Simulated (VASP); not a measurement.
# RbBr (Fm-3m) in VASP: further runs

One crystal, RbBr, is run at these levels: PBE, PBE+D3(BJ); tasks: relaxation of the atoms, relaxation of cell and atoms.

All numbers are computed with VASP 6.6.1; they aren't measurements. Logs are shortened: lines on timing, memory, paths and dates and some standing lists are left out, and cuts for length are marked.

## 1. The crystal as given

The structure is cubic, space group Fm-3m (No. 225). Conventional cell: a = 6.854 Å, b = 6.854 Å, c = 6.854 Å, α = 90.00°, β = 90.00°, γ = 90.00°. Around Rb (site symmetry m-3m) lie 6 Br at 3.43 Å. Around Br (site symmetry m-3m) lie 6 Rb at 3.43 Å.

## 2. Relaxation of the atoms, PBE (a relaxed cell with its volume scaled by 1.04)

The input, INCAR:

```
PREC = Accurate ; ENCUT = 300
EDIFF = 1E-7 ; ISMEAR = 0
SIGMA = 0.03 ; LREAL = False
LASPH = True ; NELM = 80
ALGO = Normal ; ISIF = 2
LWAVE = False ; LCHARG = False
GGA = PE ; IBRION = 2
NSW = 40 ; EDIFFG = -0.01
```

The input, KPOINTS:

```
Automatic mesh
0
Gamma
  4 4 4
```

The input, POSCAR:

```
RbBr                                    
1.0
    0.0000000000      3.5686500208      3.5686500208
    3.5686500208      0.0000000000      3.5686500208
    3.5686500208      3.5686500208      0.0000000000
  Rb              Br            
     1     1
Direct
     0.0000000000000000    0.0000000000000000    0.0000000000000000
     0.5000000000000000    0.5000000000000000    0.5000000000000000
```

Potentials or basis: VASP PAW PBE potentials, release 64 (Rb_pv, Br).

Started as:

```console
> cat potpaw_PBE.64/Rb_pv/POTCAR potpaw_PBE.64/Br/POTCAR > POTCAR
> mpirun -np 1 vasp_std > vasp.out
```

OUTCAR:

```text
PREC = Accurate
   ENCUT = 300
   EDIFF = 1E-7
   ISMEAR = 0
   LREAL = False
   LASPH = True
   NELM = 80
   ISIF = 2
   GGA = PE
   IBRION = 2
   NSW = 40
   EDIFFG = -0.01

 ion  position               nearest neighbor table
   1  0.000  0.000  0.000-   2 3.57   2 3.57   2 3.57   2 3.57   2 3.57   2 3.57
   2  0.500  0.500  0.500-   1 3.57   1 3.57   1 3.57   1 3.57   1 3.57   1 3.57

  LATTYP: Found a face centered cubic cell.
 ALAT       =     7.1373000416

  Lattice vectors:

 A1 = (   0.0000000000,   3.5686500208,   3.5686500208)
 A2 = (   3.5686500208,   0.0000000000,   3.5686500208)
 A3 = (   3.5686500208,   3.5686500208,   0.0000000000)

Analysis of symmetry for initial positions (statically):
=====================================================================
 Subroutine PRICEL returns:
 Original cell was already a primitive cell.

 Routine SETGRP: Setting up the symmetry group for a
 face centered cubic supercell.

 Subroutine GETGRP returns: Found 48 space group operations
 (whereof 48 operations were pure point group operations)
 out of a pool of 48 trial point group operations.

The static configuration has the point symmetry O_h .

Analysis of symmetry for dynamics (positions and initial velocities):
=====================================================================
 Subroutine PRICEL returns:
 Original cell was already a primitive cell.

 Routine SETGRP: Setting up the symmetry group for a
 face centered cubic supercell.

 Subroutine GETGRP returns: Found 48 space group operations
 (whereof 48 operations were pure point group operations)
 out of a pool of 48 trial point group operations.

The dynamic configuration has the point symmetry O_h .

 Subroutine INISYM returns: Found 48 space group operations
 (whereof 48 operations are pure point group operations),
 and found     1 'primitive' translations

----------------------------------------------------------------------------------------

                                     Primitive cell

  volume of cell :      90.8954

  direct lattice vectors                    reciprocal lattice vectors
     0.000000000  3.568650021  3.568650021    -0.140109004  0.140109004  0.140109004
     3.568650021  0.000000000  3.568650021     0.140109004 -0.140109004  0.140109004
     3.568650021  3.568650021  0.000000000     0.140109004  0.140109004 -0.140109004

  length of vectors
     5.046833259  5.046833259  5.046833259     0.242675914  0.242675914  0.242675914

  position of ions in fractional coordinates (direct lattice)
     0.000000000  0.000000000  0.000000000
     0.500000000  0.500000000  0.500000000

  ion indices of the primitive-cell ions
   primitive index   ion index
                 1           1
                 2           2

----------------------------------------------------------------------------------------

 KPOINTS: Automatic mesh

Automatic generation of k-mesh.
 Grid dimensions read from file:
 generate k-points for:    4    4    4

 Generating k-lattice:

  Cartesian coordinates                     Fractional coordinates (reciprocal lattice)
    -0.035027251  0.035027251  0.035027251     0.250000000  0.000000000  0.000000000
     0.035027251 -0.035027251  0.035027251     0.000000000  0.250000000  0.000000000
     0.035027251  0.035027251 -0.035027251     0.000000000  0.000000000  0.250000000

  Length of vectors
     0.060668978  0.060668978  0.060668978

  Shift w.r.t. Gamma in fractional coordinates (k-lattice)
     0.000000000  0.000000000  0.000000000

 Subroutine IBZKPT returns following result:
 ===========================================

 Found      8 irreducible k-points:

 Following reciprocal coordinates:
            Coordinates               Weight
  0.000000  0.000000  0.000000      1.000000
  0.250000  0.000000  0.000000      8.000000
  0.500000  0.000000  0.000000      4.000000
  0.250000  0.250000  0.000000      6.000000
  0.500000  0.250000  0.000000     24.000000
 -0.250000  0.250000  0.000000     12.000000
  0.500000  0.500000  0.000000      3.000000
 -0.250000  0.500000  0.250000      6.000000
   k-points           NKPTS =      8   k-points in BZ     NKDIM =      8   number of bands    NBANDS=     11
   number of dos      NEDOS =    301   number of ions     NIONS =      2
   total plane-waves  NPLWV =  27000
   dimension x,y,z NGX =    30 NGY =   30 NGZ =   30
   dimension x,y,z NGXF=    60 NGYF=   60 NGZF=   60
   ions per type =               1   1
   NGX,Y,Z   is equivalent  to a cutoff of   9.88,  9.88,  9.88 a.u.
   NGXF,Y,Z  is equivalent  to a cutoff of  19.76, 19.76, 19.76 a.u.
 SYSTEM =  unknown system
   PREC   = accura    normal or accurate (medium, high low for compatibility)
   ISTART =      0    job   : 0-new  1-cont  2-samecut
   ICHARG =      2    charge: 1-file 2-atom 10-const
   ISPIN  =      1    spin polarized calculation?
   LNONCOLLINEAR =      F non collinear calculations
   LSORBIT =      F    spin-orbit coupling
   LASPH  =      T    aspherical Exc in radial PAW
   ENCUT  =  300.0 eV  22.05 Ry    4.70 a.u.   7.13  7.13  7.13*2*pi/ulx,y,z
   NELM   =     80;   NELMIN=  2; NELMDL= -5     # of ELM steps
   EDIFF  = 0.1E-06   stopping-criterion for ELM
   LREAL  =      F    real-space projection
   EDIFFG = -.1E-01   stopping-criterion for IOM
   NSW    =     40    number of steps for IOM
   IBRION =      2    ionic relax: 0-MD 1-quasi-New 2-CG
   NFREE  =      1    steps in history (QN), initial steepest desc. (CG)
   ISIF   =      2    stress and relaxation
   ISYM   =      2    0-nonsym 1-usesym 2-fastsym
[... 5 lines left out ...]
   EMIN   =  10.00;   EMAX   =-10.00  energy-range for DOS
   EFERMI =   0.00;   METHOD = LEGACY
   ISMEAR =     0;   SIGMA  =   0.03  broadening in eV -4-tet -1-fermi 0-gaus
   EFERMI_NEDOS =   21; number of points for ismear=-14 and -15
   IALGO  =     38    algorithm
   IMIX   =      4    mixing-type and parameters
     AMIX     =   0.40;   BMIX     =  1.00
     AMIX_MAG =   1.60;   BMIX_MAG =  1.00
  volume/ion in A,a.u.               =      45.45       306.70
  Fermi-wavevector in a.u.,A,eV,Ry     =   0.877547  1.658323 10.477685  0.770088
  Thomas-Fermi vector in A             =   1.997510
   LORBIT       =      0    0 simple, 1 ext, 2 COOP (PROOUT), +10 PAW based schemes
   GGA     = PE    functional components
   LHFCALC =     F    Hartree Fock is set to
   AEXX    =    0.0000 exact exchange contribution
   IVDW    =     0    specifies the selected vdW correction
   LEPSILON=     F    determine dielectric tensor
   LRPA    =     F    only Hartree local field effects (RPA)
 conjugate gradient relaxation of ions
 non-spin polarized calculation
 Gauss-broadening in eV      SIGMA  =   0.03
  energy-cutoff  :      300.00
  volume of cell :       90.90
 maximum number of plane-waves:      1090
 NGX is ok and might be reduce to    30
   NGX = 15   NGY = 15   NGZ = 15

 number of electron      14.0000004 magnetization

 Free energy of the ion-electron system (eV)
  ---------------------------------------------------
  ext. energy  EPLUGINS =         0.00000000
  ---------------------------------------------------
  free energy    TOTEN  =        -6.07461076 eV

  energy without entropy =       -6.07461076  energy(sigma->0) =       -6.07461076

 E-fermi :  -3.1193     XC(G=0):  -6.7362

 val. band max:       -3.2670780075   @ k =   0.0000   0.0000   0.0000
 cond. band min:       0.7933901517   @ k =   0.0000   0.0000   0.0000
 fundamental gap:      4.0604681592
 Fermi energy:        -3.1192620771

 k-point     1 :       0.0000    0.0000    0.0000
  band No.  band energies     occupation
      1     -15.3510      2.00000
      2     -12.0344      2.00000
      3     -12.0344      2.00000
      4     -12.0344      2.00000
      5      -3.2671      2.00000
      6      -3.2671      2.00000
      7      -3.2671      2.00000
      8       0.7934      0.00000
      9       3.9441      0.00000
     10       3.9441      0.00000
     11       3.9441      0.00000

 k-point     2 :       0.2500    0.0000    0.0000
  band No.  band energies     occupation
      1     -15.3591      2.00000
      2     -12.0376      2.00000
      3     -12.0376      2.00000
      4     -12.0237      2.00000
      5      -3.7220      2.00000
      6      -3.4025      2.00000
      7      -3.4025      2.00000
      8       1.9313      0.00000
      9       3.7561      0.00000
     10       4.5873      0.00000
     11       4.5873      0.00000

 k-point     3 :       0.5000    0.0000    0.0000
  band No.  band energies     occupation
      1     -15.3670      2.00000
      2     -12.0408      2.00000
      3     -12.0408      2.00000
      4     -12.0130      2.00000
      5      -4.0739      2.00000
      6      -3.5289      2.00000
      7      -3.5289      2.00000
      8       3.2287      0.00000
      9       4.0007      0.00000
     10       5.8427      0.00000
     11       5.8427      0.00000

 k-point     4 :       0.2500    0.2500    0.0000
  band No.  band energies     occupation
      1     -15.3457      2.00000
      2     -12.0564      2.00000
      3     -12.0564      2.00000
      4     -12.0371      2.00000
      5      -3.7520      2.00000
      6      -3.3558      2.00000
      7      -3.3558      2.00000
      8       2.0454      0.00000
      9       3.0059      0.00000
     10       5.1626      0.00000
     11       5.2313      0.00000

 k-point     5 :       0.5000    0.2500    0.0000
  band No.  band energies     occupation
      1     -15.3372      2.00000
      2     -12.0896      2.00000
      3     -12.0598      2.00000
      4     -12.0496      2.00000
      5      -3.8254      2.00000
      6      -3.5567      2.00000
      7      -3.4736      2.00000
      8       3.1118      0.00000
      9       3.5879      0.00000
     10       5.2365      0.00000
     11       5.5649      0.00000

 k-point     6 :      -0.2500    0.2500    0.0000
  band No.  band energies     occupation
      1     -15.3508      2.00000
      2     -12.0840      2.00000
      3     -12.0411      2.00000
      4     -12.0225      2.00000
      5      -3.8950      2.00000
      6      -3.5180      2.00000
      7      -3.4875      2.00000
      8       3.0336      0.00000
      9       3.7448      0.00000
     10       5.1768      0.00000
     11       5.1787      0.00000

 k-point     7 :       0.5000    0.5000    0.0000
  band No.  band energies     occupation
      1     -15.3068      2.00000
      2     -12.1453      2.00000
      3     -12.0786      2.00000
      4     -12.0786      2.00000
      5      -3.7059      2.00000
      6      -3.4178      2.00000
      7      -3.4178      2.00000
      8       2.4262      0.00000
      9       3.3981      0.00000
     10       5.3306      0.00000
     11       5.6790      0.00000

 k-point     8 :      -0.2500    0.5000    0.2500
  band No.  band energies     occupation
      1     -15.3232      2.00000
      2     -12.1119      2.00000
      3     -12.1119      2.00000
      4     -12.0269      2.00000
      5      -3.6539      2.00000
      6      -3.5841      2.00000
      7      -3.5841      2.00000
      8       3.6659      0.00000
      9       3.6659      0.00000
     10       4.4726      0.00000
     11       4.8480      0.00000

------------------------ aborting loop because EDIFF is reached ----------------------------------------

  FORCE on cell =-STRESS in cart. coord.  units (eV):
  Direction    XX          YY          ZZ          XY          YZ          ZX
  --------------------------------------------------------------------------------------
  -------------------------------------------------------------------------------------
  Total       -0.2394190     -0.2394190     -0.2394190      0.0000000     -0.0000000      0.0000000
  in kB       -4.2201442     -4.2201442     -4.2201442      0.0000000     -0.0000000      0.0000000
  external PRESSURE =      -4.2201442 kB  Pullay stress =       0.0000000 kB

 VOLUME and BASIS-vectors are now :
 -----------------------------------------------------------------------------
  energy-cutoff  :      300.00
  volume of cell :       90.90
      direct lattice vectors                 reciprocal lattice vectors
     0.000000000  3.568650021  3.568650021    -0.140109004  0.140109004  0.140109004
     3.568650021  0.000000000  3.568650021     0.140109004 -0.140109004  0.140109004
     3.568650021  3.568650021  0.000000000     0.140109004  0.140109004 -0.140109004

 POSITION                                       TOTAL-FORCE (eV/Angst)
 -----------------------------------------------------------------------------------
      0.00000      0.00000      0.00000         0.000000      0.000000      0.000000
      3.56865      3.56865      3.56865        -0.000000     -0.000000     -0.000000
 -----------------------------------------------------------------------------------
    total drift:                                0.000000      0.000000      0.000000

  FREE ENERGIE OF THE ION-ELECTRON SYSTEM (eV)
  ---------------------------------------------------
  free  energy   TOTEN  =        -6.0746107612 eV

  energy  without entropy=       -6.0746107612  energy(sigma->0) =       -6.07461076

 reached required accuracy - stopping structural energy minimisation
```

Wall time 6.9 s (1 thread of Intel Xeon Platinum 8375C at 2.90GHz (Ice Lake), shared host); peak memory 0.16 GiB.

Results:

- Free energy: -6.0746 eV
- Pressure after relaxing: -0.4 GPa
- Band gap on the k mesh: 4.06 eV, direct

Final structure:
```cif
data_structure
_symmetry_space_group_name_H-M 'P 1'
_symmetry_Int_Tables_number 1
_cell_length_a 5.0468
_cell_length_b 5.0468
_cell_length_c 5.0468
_cell_angle_alpha 60.000
_cell_angle_beta 60.000
_cell_angle_gamma 60.000
_cell_volume 90.90
loop_
_atom_site_label
_atom_site_type_symbol
_atom_site_fract_x
_atom_site_fract_y
_atom_site_fract_z
_atom_site_occupancy
Rb1 Rb 0.00000 0.00000 0.00000 1
Br1 Br 0.50000 0.50000 0.50000 1
```

Caveat: the relaxation stopped at its first step, so nothing moved.

## 3. Relaxation of the atoms, PBE (a relaxed cell with its volume scaled by 1.06)

INCAR is that of step 2.

KPOINTS is that of step 2.

The input, POSCAR:

```
RbBr                                    
1.0
    0.0000000000      3.5913808885      3.5913808885
    3.5913808885      0.0000000000      3.5913808885
    3.5913808885      3.5913808885      0.0000000000
  Rb              Br            
     1     1
Direct
     0.0000000000000000    0.0000000000000000    0.0000000000000000
     0.5000000000000000    0.5000000000000000    0.5000000000000000
```

Potentials or basis: VASP PAW PBE potentials, release 64 (Rb_pv, Br).

Started as:

```console
> cat potpaw_PBE.64/Rb_pv/POTCAR potpaw_PBE.64/Br/POTCAR > POTCAR
> mpirun -np 1 vasp_std > vasp.out
```

Run time: 6.6 s. Hardware: 1 thread of Intel Xeon Platinum 8375C at 2.90GHz (Ice Lake), shared host; peak memory 0.16 GiB.

It converged, with:

```
Free energy             : -6.0691 eV
Pressure after relaxing : -0.6 GPa
Band gap on the k mesh  : 4.02 eV, direct
```

Final structure:
```yaml
crystal:
  lattice:
    - [0.00000, 3.59138, 3.59138]
    - [3.59138, 0.00000, 3.59138]
    - [3.59138, 3.59138, 0.00000]
  atoms:
    - { symbol: Rb, position: [0.00000, 0.00000, 0.00000] }
    - { symbol: Br, position: [0.50000, 0.50000, 0.50000] }
```

Levels at points of the mesh, in eV from the valence-band top:
```tsv
k point	band 3	band 4	band 5	band 6	band 7	band 8	band 9	band 10	band 11
(0.00, 0.00, 0.00)	-8.81	-8.81	0.00	0.00	0.00	4.02	7.20	7.20	7.20
(0.50, 0.00, 0.00)	-8.82	-8.79	-0.78	-0.25	-0.25	6.45	7.20	9.05	9.05
(0.50, 0.50, 0.00)	-8.85	-8.85	-0.43	-0.15	-0.15	5.70	6.60	8.50	8.87
```

Caveat: the relaxation stopped at its first step, so nothing moved.

## 4. Relaxation of cell and atoms, PBE+D3(BJ)

The input, INCAR:

```
SYSTEM = RbBr
PREC = Accurate
ENCUT = 600
EDIFF = 1E-6
ISMEAR = 0
SIGMA = 0.03
LREAL = .FALSE.
LASPH = .TRUE.
NELM = 80
ALGO = Normal
ISIF = 3
LWAVE = .FALSE.
LCHARG = .FALSE.
GGA = PE
IVDW = 12
IBRION = 2
NSW = 90
EDIFFG = -0.01
```

The input, KPOINTS:

```
Automatic mesh
0
G
  8 8 8
  0 0 0
```

The input, POSCAR:

```
RbBr
1.0
    0.0000000000      3.4270000000      3.4270000000
    3.4270000000      0.0000000000      3.4270000000
    3.4270000000      3.4270000000      0.0000000000
Rb Br
1 1
Direct
    0.0000000000      0.0000000000      0.0000000000
    0.5000000000      0.5000000000      0.5000000000
```

Potentials or basis: VASP PAW PBE potentials, release 64 (Rb_sv, Br).

Started as:

```console
> cat potpaw_PBE.64/Rb_sv/POTCAR potpaw_PBE.64/Br/POTCAR > POTCAR
> mpirun -np 1 vasp_std > vasp.out
```

It took 49 s on 1 thread of Intel Xeon Platinum 8375C at 2.90GHz (Ice Lake), shared host; peak memory 0.28 GiB.

Results (log left out):

* Free energy: -6.4889 eV
* Relaxed volume: 40.90 Å³/atom
* Relaxed cell: a = 4.873 Å, b = 4.873 Å, c = 4.873 Å, α = 60.00°, β = 60.00°, γ = 60.00°
* Space group after relaxing (to 0.05 Å): Fm-3m (No. 225)
* Energy gained by relaxing: 0.5 meV/atom
* Ionic steps: 3
* Pressure after relaxing: 0.0 GPa
* Band gap on the k mesh: 4.32 eV, direct
* Dispersion energy per atom: -0.192 eV

Step by step:
| step | energy change (eV) | largest force (eV/Å) | pressure (GPa) | volume (Å³) |
| --- | --- | --- | --- | --- |
| 1 | 0.0000 | 0.0000 | 0.23 | 80.50 |
| 2 | -0.0007 | 0.0000 | 0.11 | 81.16 |
| 3 | -0.0009 | 0.0000 | 0.00 | 81.81 |

Final structure:
```
Rb Br
1.0
     0.00000    3.44555    3.44555
     3.44555    0.00000    3.44555
     3.44555    3.44555    0.00000
Rb Br
1 1
Direct
  0.00000 0.00000 0.00000
  0.50000 0.50000 0.50000
```

Levels at points of the mesh, in eV from the valence-band top:
```csv
k point,band 5,band 6,band 7,band 8,band 9,band 10,band 11,band 12
"(0.00, 0.00, 0.00)",-8.52,0.00,0.00,0.00,4.32,7.27,7.27,7.27
"(0.50, 0.00, 0.00)",-8.48,-0.96,-0.34,-0.34,6.77,7.66,9.44,9.44
"(0.50, 0.50, 0.00)",-8.59,-0.47,-0.16,-0.16,5.63,7.07,9.12,9.17
```

A k mesh can miss the band edges. Zero-point motion and thermal expansion aren't in these numbers.

[end of part 1 of 2]
